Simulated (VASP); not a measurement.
# In (Im-3m) in VASP: notebook

The runs below take In through single point, with LDA.

Everything below comes from runs of VASP 6.6.1. Logs are shortened: lines on timing, memory, paths and dates and some standing lists are left out, and cuts for length are marked.

### Step 1. The crystal as given

It takes space group Im-3m (No. 229, cubic). The conventional cell has a = 3.765 Å, b = 3.765 Å, c = 3.765 Å, α = 90.00°, β = 90.00°, γ = 90.00°. In (site symmetry m-3m) is surrounded by 8 In at 3.26 Å.

This isn't the form of In at room conditions, which is tetragonal.

### Step 2. Single point, LDA

The input, INCAR:

```
SYSTEM = In
PREC = Accurate ; ENCUT = 520
EDIFF = 1E-6 ; ISMEAR = 0
SIGMA = 0.15 ; LREAL = .FALSE.
LASPH = .TRUE. ; NELM = 60
ALGO = Normal ; ISIF = 2
LWAVE = .FALSE. ; LCHARG = .FALSE.
NBANDS = 12
```

The input, KPOINTS:

```
regular mesh
0
G
  18 18 18
  0 0 0
```

The input, POSCAR:

```
In
1.0
   -1.8825252400      1.8825252400      1.8825252400
    1.8825252400     -1.8825252400      1.8825252400
    1.8825252400      1.8825252400     -1.8825252400
In
1
Direct
    0.0000000000      0.0000000000      0.0000000000
```

Potentials or basis: VASP PAW LDA potentials, release 64 (In_d).

Launch:

```sh
cat potpaw_LDA.64/In_d/POTCAR > POTCAR
mpirun -np 1 vasp_std > vasp.out
```

OUTCAR:

```text
SYSTEM = In
   PREC = Accurate
   ENCUT = 520
   EDIFF = 1E-6
   ISMEAR = 0
   LREAL = .FALSE.
   LASPH = .TRUE.
   NELM = 60
   ISIF = 2

 ion  position               nearest neighbor table
   1  0.000  0.000  0.000-

  LATTYP: Found a body centered cubic cell.
 ALAT       =     3.7650504800

  Lattice vectors:

 A1 = (  -1.8825252400,   1.8825252400,   1.8825252400)
 A2 = (   1.8825252400,  -1.8825252400,   1.8825252400)
 A3 = (   1.8825252400,   1.8825252400,  -1.8825252400)

Analysis of symmetry for initial positions (statically):
=====================================================================
 Subroutine PRICEL returns:
 Original cell was already a primitive cell.

 Routine SETGRP: Setting up the symmetry group for a
 body centered cubic supercell.

 Subroutine GETGRP returns: Found 48 space group operations
 (whereof 48 operations were pure point group operations)
 out of a pool of 48 trial point group operations.

The static configuration has the point symmetry O_h .

Analysis of symmetry for dynamics (positions and initial velocities):
=====================================================================
 Subroutine PRICEL returns:
 Original cell was already a primitive cell.

 Routine SETGRP: Setting up the symmetry group for a
 body centered cubic supercell.

 Subroutine GETGRP returns: Found 48 space group operations
 (whereof 48 operations were pure point group operations)
 out of a pool of 48 trial point group operations.

The dynamic configuration has the point symmetry O_h .

 Subroutine INISYM returns: Found 48 space group operations
 (whereof 48 operations are pure point group operations),
 and found     1 'primitive' translations

----------------------------------------------------------------------------------------

                                     Primitive cell

  volume of cell :      26.6859

  direct lattice vectors                    reciprocal lattice vectors
    -1.882525240  1.882525240  1.882525240     0.000000000  0.265600689  0.265600689
     1.882525240 -1.882525240  1.882525240     0.265600689  0.000000000  0.265600689
     1.882525240  1.882525240 -1.882525240     0.265600689  0.265600689  0.000000000

  length of vectors
     3.260629362  3.260629362  3.260629362     0.375616096  0.375616096  0.375616096

  position of ions in fractional coordinates (direct lattice)
     0.000000000  0.000000000  0.000000000

[... 82 lines left out ...]
   ISYM   =      2    0-nonsym 1-usesym 2-fastsym
   POTIM  = 0.5000    time-step for ionic-motion
   TEBEG  =    0.0;   TEEND  =   0.0 temperature during run
   PSTRESS=    0.0 pullay stress
   NELECT =      13.0000    total number of electrons
   NUPDOWN=      -1.0000    fix difference up-down
   EMIN   =  10.00;   EMAX   =-10.00  energy-range for DOS
   EFERMI =   0.00;   METHOD = LEGACY
   ISMEAR =     0;   SIGMA  =   0.15  broadening in eV -4-tet -1-fermi 0-gaus
   EFERMI_NEDOS =   21; number of points for ismear=-14 and -15
   IALGO  =     38    algorithm
   IMIX   =      4    mixing-type and parameters
     AMIX     =   0.40;   BMIX     =  1.00
     AMIX_MAG =   1.60;   BMIX_MAG =  1.00
  volume/ion in A,a.u.               =      26.69       180.09
  Fermi-wavevector in a.u.,A,eV,Ry     =   1.288136  2.434225 22.576080  1.659295
  Thomas-Fermi vector in A             =   2.420108
   LORBIT       =      0    0 simple, 1 ext, 2 COOP (PROOUT), +10 PAW based schemes
   GGA     = CA    functional components
   LHFCALC =     F    Hartree Fock is set to
   AEXX    =    0.0000 exact exchange contribution
   IVDW    =     0    specifies the selected vdW correction
   LEPSILON=     F    determine dielectric tensor
   LRPA    =     F    only Hartree local field effects (RPA)
 non-spin polarized calculation
 Gauss-broadening in eV      SIGMA  =   0.15
  energy-cutoff  :      520.00
  volume of cell :       26.69
 maximum number of plane-waves:       736
   NGX = 13   NGY = 13   NGZ = 13

 number of electron      13.0000005 magnetization

 Free energy of the ion-electron system (eV)
  ---------------------------------------------------
  ext. energy  EPLUGINS =         0.00000000
  ---------------------------------------------------
  free energy    TOTEN  =        -3.18816575 eV

  energy without entropy =       -3.18302330  energy(sigma->0) =       -3.18559453

 E-fermi :   6.9858     XC(G=0): -10.4348

 val. band max:        6.9771196910   @ k =  -0.3889   0.3889   0.1667
 cond. band min:       6.9991536449   @ k =  -0.3889   0.4444   0.2222
 fundamental gap:      0.0220339539
 Fermi energy:         6.9858137968

 k-point     1 :       0.0000    0.0000    0.0000
  band No.  band energies     occupation
      1      -7.5801      2.00000
      2      -7.5801      2.00000
      3      -7.5801      2.00000
      4      -7.3106      2.00000
      5      -7.3106      2.00000
      6      -2.4290      2.00000
      7      17.7315      0.00000
      8      17.7315      0.00000
      9      17.7315      0.00000
     10      20.0324      0.00000
     11      20.0324      0.00000
     12      20.0324      0.00000
[... 331 lines left out ...]
 k-point    24 :       0.3889    0.1111   -0.0000
  band No.  band energies     occupation
      1      -7.6659      2.00000
      2      -7.5864      2.00000
      3      -7.3324      2.00000
      4      -7.3233      2.00000
      5      -7.1807      2.00000
      6       2.3503      2.00000
      7       5.1220      2.00000
      8      11.2453      0.00000
      9      13.6082      0.00000
     10      17.6528      0.00000
     11      19.5213      0.00000
     12      22.4283      0.00000

 [... further k-points ...]

------------------------ aborting loop because EDIFF is reached ----------------------------------------

  FORCE on cell =-STRESS in cart. coord.  units (eV):
  Direction    XX          YY          ZZ          XY          YZ          ZX
  --------------------------------------------------------------------------------------
  -------------------------------------------------------------------------------------
  Total       -0.4823600     -0.4823600     -0.4823600     -0.0000000     -0.0000000      0.0000000
  in kB      -28.9600622    -28.9600622    -28.9600622     -0.0000000     -0.0000000      0.0000000
  external PRESSURE =     -28.9600622 kB  Pullay stress =       0.0000000 kB

 VOLUME and BASIS-vectors are now :
 -----------------------------------------------------------------------------
  energy-cutoff  :      520.00
  volume of cell :       26.69
      direct lattice vectors                 reciprocal lattice vectors
    -1.882525240  1.882525240  1.882525240     0.000000000  0.265600689  0.265600689
     1.882525240 -1.882525240  1.882525240     0.265600689  0.000000000  0.265600689
     1.882525240  1.882525240 -1.882525240     0.265600689  0.265600689  0.000000000

 POSITION                                       TOTAL-FORCE (eV/Angst)
 -----------------------------------------------------------------------------------
      0.00000      0.00000      0.00000        -0.000000     -0.000000      0.000000
 -----------------------------------------------------------------------------------
    total drift:                                0.000000      0.000000      0.000000

  FREE ENERGIE OF THE ION-ELECTRON SYSTEM (eV)
  ---------------------------------------------------
  free  energy   TOTEN  =        -3.1881657518 eV

  energy  without entropy=       -3.1830232988  energy(sigma->0) =       -3.18559453
```

Run time: 19 s. Hardware: 1 thread of Intel Xeon Platinum 8259CL at 2.50GHz (Skylake/Cascade Lake), shared host; peak memory 0.17 GiB.

Results:

```yaml
Free_energy: -3.1882 eV
Pressure: -2.9 GPa
Band_gap_on_the_k_mesh: none (metal or under the smearing width)
```

### Step 3. Single point, LDA

The input, INCAR:

```
ALGO = Normal
EDIFF = 1E-6
ENCUT = 520
ISIF = 2
ISMEAR = 0
LASPH = T
LCHARG = F
LREAL = F
LWAVE = F
NBANDS = 12
NELM = 80
PREC = Accurate
SIGMA = 0.15
```

The input, KPOINTS:

```
k-points
0
Gamma
  20 20 20
```

POSCAR is that of step 2.

Potentials or basis: VASP PAW LDA potentials, release 64 (In_d).

Launch:

```sh
cat potpaw_LDA.64/In_d/POTCAR > POTCAR
mpirun -np 1 vasp_std > vasp.out
```

Wall time 25 s (1 thread of Intel Xeon Platinum 8259CL at 2.50GHz (Skylake/Cascade Lake), shared host); peak memory 0.18 GiB.

It converged, with:

```yaml
Free_energy: -3.1871 eV
Pressure: -2.9 GPa
Band_gap_on_the_k_mesh: none (metal or under the smearing width)
```

Levels at points of the mesh, in eV from the Fermi level:
```tsv
k point	band 3	band 4	band 5	band 6	band 7	band 8	band 9	band 10
(0.00, 0.00, 0.00)	-14.55	-14.28	-14.28	-9.40	10.76	10.76	10.76	13.06
(0.50, 0.00, 0.00)	-14.30	-14.29	-14.12	-3.96	-3.06	5.76	7.26	10.12
(0.50, 0.50, 0.50)	-14.16	-14.16	-14.16	0.77	1.25	1.25	1.25	5.40
```
